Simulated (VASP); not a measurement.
Level of theory: LDA (Ceperley-Alder, Perdew-Zunger), VASP's LDA PAW potentials (set 64) (plane waves; VASP 6.6.1).

The input files of a VASP run:

### KPOINTS
```
kpoints
0
Gamma
 8 8 1
0 0 0
```

### POSCAR
```
Sb2Te3
1
    4.2511747076     0.0000000000     0.0000000000
   -2.1255873538     3.6816250741     0.0000000000
    0.0000000000     0.0000000000    29.5539364463
Sb Te
6 9
Direct
  0.3333330000   0.6666670000   0.0656670000
  0.3333330000   0.6666670000   0.2676670000
  0.0000000000   0.0000000000   0.3990000000
  0.0000000000   0.0000000000   0.6010000000
  0.6666670000   0.3333330000   0.7323330000
  0.6666670000   0.3333330000   0.9343330000
  0.0000000000   0.0000000000   0.0000000000
  0.0000000000   0.0000000000   0.2130000000
  0.6666670000   0.3333330000   0.1203330000
  0.6666670000   0.3333330000   0.3333330000
  0.6666670000   0.3333330000   0.5463330000
  0.3333330000   0.6666670000   0.4536670000
  0.3333330000   0.6666670000   0.6666670000
  0.3333330000   0.6666670000   0.8796670000
  0.0000000000   0.0000000000   0.7870000000
```

### INCAR
```
SYSTEM = Sb2Te3
PREC = Normal
ENCUT = 400
EDIFF = 1E-5
NELM = 100
ALGO = Fast
LREAL = .FALSE.
LASPH = .TRUE.
ISMEAR = 0
SIGMA = 0.05
LMAXMIX = 4
LWAVE = .FALSE.
LCHARG = .FALSE.
NELMIN = 4
IBRION = 2
ISIF = 2
NSW = 20
EDIFFG = -0.03
```

POTCAR, in this order: Sb Te (LDA.64 set). Program: vasp_std.

Output of the run:

OSZICAR:
```
       N       E                     dE             d eps       ncg     rms          rms(c)
DAV:   1     0.419057983518E+03    0.41906E+03   -0.25309E+04  1000   0.109E+03
DAV:   2    -0.183210268980E+02   -0.43738E+03   -0.42624E+03  1198   0.194E+02
DAV:   3    -0.635644076031E+02   -0.45243E+02   -0.44471E+02  1224   0.649E+01
DAV:   4    -0.651582153130E+02   -0.15938E+01   -0.15778E+01  1256   0.129E+01
DAV:   5    -0.652169044218E+02   -0.58689E-01   -0.58470E-01  1398   0.262E+00    0.172E+01
RMM:   6    -0.647850965186E+02    0.43181E+00   -0.90610E-01  1012   0.209E+00    0.105E+01
RMM:   7    -0.647975271960E+02   -0.12431E-01   -0.13346E+00  1050   0.219E+00    0.947E-01
RMM:   8    -0.647524884822E+02    0.45039E-01   -0.18979E-01  1006   0.129E+00    0.727E-01
RMM:   9    -0.647502440958E+02    0.22444E-02   -0.37417E-02  1054   0.539E-01    0.378E-01
RMM:  10    -0.647502417843E+02    0.23114E-05   -0.11730E-02  1155   0.252E-01    0.109E-01
RMM:  11    -0.647504344568E+02   -0.19267E-03   -0.30162E-03  1102   0.120E-01    0.543E-02
RMM:  12    -0.647504462366E+02   -0.11780E-04   -0.60524E-04  1030   0.636E-02    0.221E-02
RMM:  13    -0.647504592183E+02   -0.12982E-04   -0.19589E-04   939   0.303E-02    0.122E-02
RMM:  14    -0.647504657453E+02   -0.65270E-05   -0.73087E-05   691   0.147E-02
   1 F= -.64750466E+02 E0= -.64750377E+02  d E =-.647505E+02
       N       E                     dE             d eps       ncg     rms          rms(c)
DAV:   1    -0.648458622339E+02   -0.95403E-01   -0.31712E+00  1078   0.599E+00    0.939E-01
RMM:   2    -0.648561670337E+02   -0.10305E-01   -0.21826E-01  1022   0.153E+00    0.346E-01
RMM:   3    -0.648596041749E+02   -0.34371E-02   -0.46363E-02  1082   0.640E-01    0.246E-01
RMM:   4    -0.648597764748E+02   -0.17230E-03   -0.51088E-03  1092   0.258E-01    0.152E-01
RMM:   5    -0.648597702813E+02    0.61935E-05   -0.12052E-03  1102   0.124E-01    0.662E-02
RMM:   6    -0.648597879108E+02   -0.17629E-04   -0.30946E-04  1132   0.597E-02    0.222E-02
RMM:   7    -0.648597930448E+02   -0.51340E-05   -0.69403E-05   804   0.258E-02
   2 F= -.64859793E+02 E0= -.64859725E+02  d E =-.109327E+00
       N       E                     dE             d eps       ncg     rms          rms(c)
DAV:   1    -0.648737125425E+02   -0.13925E-01   -0.11549E+00  1144   0.360E+00    0.580E-01
RMM:   2    -0.648773139506E+02   -0.36014E-02   -0.77218E-02  1017   0.912E-01    0.216E-01
RMM:   3    -0.648785508334E+02   -0.12369E-02   -0.16575E-02  1082   0.384E-01    0.158E-01
RMM:   4    -0.648785983998E+02   -0.47566E-04   -0.17908E-03  1084   0.155E-01    0.810E-02
RMM:   5    -0.648786088296E+02   -0.10430E-04   -0.46005E-04  1104   0.748E-02    0.396E-02
RMM:   6    -0.648786158893E+02   -0.70597E-05   -0.10663E-04   935   0.350E-02    0.140E-02
RMM:   7    -0.648786169228E+02   -0.10336E-05   -0.23009E-05   599   0.148E-02
   3 F= -.64878617E+02 E0= -.64878545E+02  d E =-.128151E+00
       N       E                     dE             d eps       ncg     rms          rms(c)
DAV:   1    -0.648786377240E+02   -0.21835E-04   -0.33151E-03  1200   0.191E-01    0.346E-02
RMM:   2    -0.648786485317E+02   -0.10808E-04   -0.21216E-04  1011   0.483E-02    0.123E-02
RMM:   3    -0.648786518444E+02   -0.33126E-05   -0.45181E-05   742   0.209E-02    0.824E-03
RMM:   4    -0.648786521537E+02   -0.30933E-06   -0.58680E-06   561   0.890E-03
   4 F= -.64878652E+02 E0= -.64878580E+02  d E =-.128186E+00
       N       E                     dE             d eps       ncg     rms          rms(c)
DAV:   1    -0.648855975084E+02   -0.69457E-02   -0.18642E-01  1012   0.143E+00    0.194E-01
RMM:   2    -0.648865094122E+02   -0.91190E-03   -0.13449E-02  1020   0.358E-01    0.110E-01
RMM:   3    -0.648867780507E+02   -0.26864E-03   -0.26199E-03  1103   0.153E-01    0.117E-01
RMM:   4    -0.648867412277E+02    0.36823E-04   -0.32961E-04  1031   0.637E-02    0.632E-02
RMM:   5    -0.648867497950E+02   -0.85673E-05   -0.15288E-04   945   0.332E-02    0.214E-02
RMM:   6    -0.648867450359E+02    0.47591E-05   -0.15975E-05   591   0.156E-02
   5 F= -.64886745E+02 E0= -.64886684E+02  d E =-.809288E-02
       N       E                     dE             d eps       ncg     rms          rms(c)
DAV:   1    -0.648934051400E+02   -0.66553E-02   -0.16789E+00  1000   0.429E+00    0.594E-01
RMM:   2    -0.649016179910E+02   -0.82129E-02   -0.12320E-01  1022   0.108E+00    0.329E-01
RMM:   3    -0.649041194040E+02   -0.25014E-02   -0.24326E-02  1103   0.462E-01    0.357E-01
RMM:   4    -0.649037772706E+02    0.34213E-03   -0.29265E-03  1037   0.192E-01    0.195E-01
RMM:   5    -0.649038460806E+02   -0.68810E-04   -0.14352E-03  1098   0.101E-01    0.669E-02
RMM:   6    -0.649038173090E+02    0.28772E-04   -0.14214E-04  1016   0.479E-02    0.523E-02
RMM:   7    -0.649037987673E+02    0.18542E-04   -0.68589E-05   835   0.253E-02    0.366E-02
RMM:   8    -0.649038013867E+02   -0.26194E-05   -0.10590E-05   585   0.116E-02
   6 F= -.64903801E+02 E0= -.64903759E+02  d E =-.251492E-01
       N       E                     dE             d eps       ncg     rms          rms(c)
DAV:   1    -0.648628723377E+02    0.40926E-01   -0.66832E+00  1000   0.857E+00    0.122E+00
RMM:   2    -0.648959110743E+02   -0.33039E-01   -0.50179E-01  1022   0.218E+00    0.654E-01
RMM:   3    -0.649062310358E+02   -0.10320E-01   -0.99904E-02  1102   0.929E-01    0.727E-01
RMM:   4    -0.649048572462E+02    0.13738E-02   -0.11276E-02  1031   0.384E-01    0.408E-01
RMM:   5    -0.649050292934E+02   -0.17205E-03   -0.56153E-03  1087   0.202E-01    0.153E-01
RMM:   6    -0.649050233642E+02    0.59292E-05   -0.65269E-04  1062   0.983E-02    0.100E-01
RMM:   7    -0.649049285073E+02    0.94857E-04   -0.22777E-04  1070   0.499E-02    0.767E-02
RMM:   8    -0.649049613329E+02   -0.32826E-04   -0.40329E-05   700   0.221E-02    0.820E-02
RMM:   9    -0.649048801808E+02    0.81152E-04   -0.41042E-04  1137   0.296E-02    0.351E-02
RMM:  10    -0.649048903277E+02   -0.10147E-04   -0.15930E-04   921   0.178E-02    0.261E-02
RMM:  11    -0.649048946312E+02   -0.43035E-05   -0.12046E-05   597   0.920E-03
   7 F= -.64904895E+02 E0= -.64904818E+02  d E =-.262425E-01
       N       E                     dE             d eps       ncg     rms          rms(c)
DAV:   1    -0.648999485536E+02    0.49418E-02   -0.15781E+00  1000   0.418E+00    0.568E-01
RMM:   2    -0.649078892984E+02   -0.79407E-02   -0.11802E-01  1019   0.106E+00    0.339E-01
RMM:   3    -0.649102461332E+02   -0.23568E-02   -0.23176E-02  1105   0.450E-01    0.380E-01
RMM:   4    -0.649099045263E+02    0.34161E-03   -0.28095E-03  1033   0.186E-01    0.216E-01
RMM:   5    -0.649099878580E+02   -0.83332E-04   -0.15377E-03  1080   0.100E-01    0.725E-02
RMM:   6    -0.649099527275E+02    0.35130E-04   -0.14155E-04  1008   0.487E-02    0.734E-02
RMM:   7    -0.649099203245E+02    0.32403E-04   -0.83523E-05   875   0.277E-02    0.439E-02
RMM:   8    -0.649099397857E+02   -0.19461E-04   -0.17599E-05   600   0.144E-02    0.518E-02
RMM:   9    -0.649099102493E+02    0.29536E-04   -0.81271E-05   882   0.149E-02    0.255E-02
RMM:  10    -0.649099137568E+02   -0.35074E-05   -0.14274E-04   985   0.156E-02    0.161E-02
RMM:  11    -0.649099100474E+02    0.37094E-05   -0.44603E-06   559   0.630E-03
   8 F= -.64909910E+02 E0= -.64909861E+02  d E =-.312579E-01
```

### OUTCAR
```
------------------------ aborting loop because EDIFF is reached ----------------------------------------
  FORCE on cell =-STRESS in cart. coord.  units (eV):
  Direction    XX          YY          ZZ          XY          YZ          ZX
  --------------------------------------------------------------------------------------
  Total       -0.2046503     -0.2046503     -0.6932275      0.0000000      0.0000000     -0.0000000
  in kB       -0.7088579     -0.7088578     -2.4011679      0.0000000      0.0000000     -0.0000000
  external PRESSURE =      -1.2729612 kB  Pullay stress =       0.0000000 kB
  volume of cell :      462.56
      direct lattice vectors                 reciprocal lattice vectors
     4.251174708  0.000000000  0.000000000     0.235229100  0.135809592  0.000000000
    -2.125587354  3.681625074  0.000000000     0.000000000  0.271619184  0.000000000
     0.000000000  0.000000000 29.553936446     0.000000000  0.000000000  0.033836440
 POSITION                                       TOTAL-FORCE (eV/Angst)
 -----------------------------------------------------------------------------------
     -0.00000      2.45442      1.94639        -0.000000     -0.000000      0.002515
     -0.00000      2.45442      7.90494         0.000000      0.000000     -0.002515
     -0.00000      0.00000     11.79769        -0.000000     -0.000000      0.002515
      0.00000      0.00000     17.75625        -0.000000      0.000000     -0.002515
      2.12559      1.22721     21.64899        -0.000000     -0.000000      0.002515
      2.12559      1.22721     27.60755         0.000000      0.000000     -0.002515
      0.00000      0.00000      0.00000        -0.000000     -0.000000      0.000000
      0.00000      0.00000      6.19920         0.000000     -0.000000     -0.000134
      2.12559      1.22721      3.65210        -0.000000      0.000000      0.000134
      2.12559      1.22721      9.85130        -0.000000      0.000000      0.000000
      2.12559      1.22721     16.05051         0.000000     -0.000000     -0.000134
     -0.00000      2.45442     13.50343        -0.000000      0.000000      0.000134
     -0.00000      2.45442     19.70263        -0.000000     -0.000000      0.000000
     -0.00000      2.45442     25.90184         0.000000     -0.000000     -0.000134
     -0.00000      0.00000     23.35473        -0.000000      0.000000      0.000134
 -----------------------------------------------------------------------------------
    total drift:                                0.000000     -0.000000      0.000000
  FREE ENERGIE OF THE ION-ELECTRON SYSTEM (eV)
  ---------------------------------------------------
  free  energy   TOTEN  =       -64.9099100474 eV

  energy  without entropy=      -64.9098129313  energy(sigma->0) =      -64.90986149

 reached required accuracy - stopping structural energy minimisation
```
(Selected blocks of OUTCAR.)

CONTCAR:
```
Sb2Te3
   1.00000000000000
     4.2511747075999997    0.0000000000000000    0.0000000000000000
    -2.1255873537999999    3.6816250740999998    0.0000000000000000
     0.0000000000000000    0.0000000000000000   29.5539364462999998
  Sb              Te
     6     9
Direct
     0.3333330000000032    0.6666669999999968    0.0658588247986179
     0.3333330000000032    0.6666669999999968    0.2674751752013828
     0.0000000000000000    0.0000000000000000    0.3991918247986211
     0.0000000000000000    0.0000000000000000    0.6008081752013787
     0.6666669999999968    0.3333330000000032    0.7325248247986174
     0.6666669999999968    0.3333330000000032    0.9341411752013820
     0.0000000000000000    0.0000000000000000    0.0000000000000000
     0.0000000000000000    0.0000000000000000    0.2097589969559174
     0.6666669999999968    0.3333330000000032    0.1235740030440858
     0.6666669999999968    0.3333330000000032    0.3333330000000032
     0.6666669999999968    0.3333330000000032    0.5430919969559136
     0.3333330000000032    0.6666669999999968    0.4569080030440865
     0.3333330000000032    0.6666669999999968    0.6666669999999968
     0.3333330000000032    0.6666669999999968    0.8764259969559143
     0.0000000000000000    0.0000000000000000    0.7902410030440825
```

The compound is Sb2Te3 in the tetradymite structure. This run relaxes the ions in a fixed cell. Symmetry was kept, so distortions that lower it aren't found.
